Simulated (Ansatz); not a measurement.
The system is TaSi2.

```
Ta Si
1.0
     4.78000    0.00000    0.00000
    -2.39000    4.13960    0.00000
     0.00000    0.00000    6.56400
Ta Si
3 6
Direct
  0.00000 0.50000 0.16667
  0.50000 0.50000 0.83333
  0.50000 0.00000 0.50000
  0.33330 0.16665 0.16667
  0.16665 0.83335 0.83333
  0.83335 0.66670 0.50000
  0.66670 0.83335 0.16667
  0.83335 0.16665 0.83333
  0.16665 0.33330 0.50000
```

Base run:

```yaml
Program: Ansatz 0.2.0
Functional: PBEsol
Potentials_or_basis: Ansatz PAW
Cutoff: "420 eV (not typed: the program's choice for these potentials)"
k_mesh: 7 × 7 × 4
Occupations: fermi-dirac, width 0.05 eV
Spin: no spin polarisation
Hubbard_terms: Ta d U = 1 eV
```

Its results: band gap on the k mesh none (metal or under the smearing width); pressure -1.0 GPa; largest force 0.756 eV/Å.

Problem. After a change of settings the same cell gave: band gap on the k mesh none (metal or under the smearing width); pressure -0.4 GPa; largest force 0.781 eV/Å. Which change was it?
A. hubbard terms from Ta d U = 1 eV to none; hubbard projectors from ortho-atomic (the default) to none
B. hubbard terms from Ta d U = 1 eV to Ta d U = 8 eV
C. hubbard terms from Ta d U = 1 eV to Ta d U = 3 eV

Solution. C.

Caveats: the cell's inner coordinates are idealised or old, which leaves forces on the atoms; U without spin polarisation on a metal has little footing; the PAW data sets come from PBE, with cores solved anew for the run's functional, which leaves a small shift of forces and pressure; the U is typed as a test and isn't derived for this compound; the density of states is complete only up to the lowest level of the last band computed.
